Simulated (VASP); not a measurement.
Input of a VASP 6.6.1 run:

The input POSCAR:

```
PbS
1.0
   -0.0377961924      3.3009775035      3.3009775035
    3.3009775035     -0.0377961924      3.3009775035
    3.2631813111      3.2631813111      0.0000000000
Pb S
1 1
Direct
   -0.0020827409     -0.0020827409      0.0020827409
    0.2520827409      0.2520827409      0.2479172591
```

Contents of INCAR.step1:

```
SYSTEM = PbS
ALGO = Normal
EDIFF = 1E-4
ENCUT = 520
GGA = PE
ISMEAR = 0
LASPH = .True.
LCHARG = .False.
LREAL = .False.
LWAVE = .True.
NBANDS = 17
NELM = 100
PREC = Accurate
SIGMA = 0.01
```

The input INCAR.step2:

```
SYSTEM = PbS
ALGO = Normal
EDIFF = 1E-6
ENCUT = 520
ISIF = 2
ISMEAR = 0
ISTART = 1
LASPH = .True.
LCHARG = .False.
LMIXTAU = .True.
LREAL = .False.
LWAVE = .False.
METAGGA = R2SCAN
NBANDS = 17
NELM = 100
PREC = Accurate
SIGMA = 0.01
```

The input KPOINTS:

```
k-points
0
Gamma
  6 6 6
  0 0 0
```

Potentials or basis: VASP PAW PBE potentials, release 64 (Pb_d, S).

Launch:

```console
$ cat potpaw_PBE.64/Pb_d/POTCAR potpaw_PBE.64/S/POTCAR > POTCAR
$ cp INCAR.step1 INCAR
$ mpirun -np 1 vasp_std > vasp.out
$ cp INCAR.step2 INCAR
$ mpirun -np 1 vasp_std > vasp.out
```

Problem. Estimate the pressure.

Solution. 0.0 GPa.

Problem. Estimate the largest force.

Solution. 0.003 eV/Å.

Problem. Predict the band gap on the k mesh.

Solution. 1.07 eV, indirect (least direct gap 1.44 eV).

Forces on the atoms (eV/Å):
```
Pb   0.000  0.000  0.003
S    0.000  0.000 -0.003
```

Caveat: the PAW data sets were made with another functional, which shifts forces and pressure a little; spin-orbit coupling is left out, which as a rule narrows the gap of such compounds by several tenths of an eV. A k mesh can miss the band edges.
